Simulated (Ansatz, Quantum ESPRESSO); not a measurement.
## CuAl: changing the pressure

The cell as given:

```cif
data_structure
_symmetry_space_group_name_H-M 'Pm-3m'
_symmetry_Int_Tables_number 221
_cell_length_a 2.9975
_cell_length_b 2.9975
_cell_length_c 2.9975
_cell_angle_alpha 90.000
_cell_angle_beta 90.000
_cell_angle_gamma 90.000
_cell_volume 26.93
loop_
_atom_site_label
_atom_site_type_symbol
_atom_site_symmetry_multiplicity
_atom_site_Wyckoff_symbol
_atom_site_fract_x
_atom_site_fract_y
_atom_site_fract_z
_atom_site_occupancy
Cu1 Cu 1 b 0.50000 0.50000 0.50000 1
Al1 Al 1 a 0.00000 0.00000 0.00000 1
```

The cell comes from a database or a generator and needn't be the stable form of this composition.

Kept alike: task relaxation of cell and atoms; functional PBEsol; k mesh 9 × 9 × 9; occupations fermi-dirac, width 0.05 eV; no spin polarisation. Program: Quantum ESPRESSO, GBRV 1.5 PBEsol, cutoff 871 eV. The mesh is that of the run's cell of 2 atoms. No spin-orbit coupling.

| run | volume (Å³/atom) |
| --- | --- |
| A | 11.478 |
| B | 12.088 |
| C | 12.738 |
| D | 12.934 |
| E | 12.470 |

The relaxations keep at least the cell's symmetry (Pm-3m). For a metal such a mesh leaves the last digits unconverged. Runs of this series that gave no sound value for these columns are left out. The runs follow the start's structure, whether or not it is the stable one at these pressures.

**Question.** The runs differ in the pressure alone: 0; 2; 5; 10; 20 GPa. Which run is which?

**Answer.** Run A is 20 GPa; run B is 10 GPa; run C is 2 GPa; run D is 0 GPa; run E is 5 GPa. The volume falls from 12.934 to 11.478 Å³/atom between 0 and 20 GPa. The volume falls ever more slowly, since the solid stiffens under load. At the pressures aimed at, which the runs meet within some tenths of a GPa, the step from 0 to 5 GPa gives a mean bulk modulus near 137 GPa, the last step 193 GPa. A twin series (Ansatz, all-electron LAPW, scalar-relativistic) moves it by -1.4471 between 0 and 20, against -1.4560 Å³/atom here.

The compression is smooth, and the volume lost per unit of pressure shrinks at every step. Both atoms sit on sites fixed by symmetry, so the cubic cell can respond only by shortening all its Cu-Al contacts in the same proportion; no internal rearrangement is available to soften the response. Squeezing the sp electrons raises their kinetic energy, and the overlap of the filled Cu 3d shells with neighbouring density adds a repulsion that steepens quickly with decreasing distance. Together these outweigh the gain in metallic cohesion and account for the rise in mean bulk modulus from 137 to 193 GPa. Even the lower value lies well above that of elemental aluminium, as expected when half the atoms carry a compact d shell and Cu-Al hybridisation strengthens the bonding. The close match with the all-electron volume change suggests that the pseudopotentials remain adequate over this range. Stiffening under uniform compression says nothing about resistance to shear or to zone-boundary distortions, which would need elastic constants and phonons.
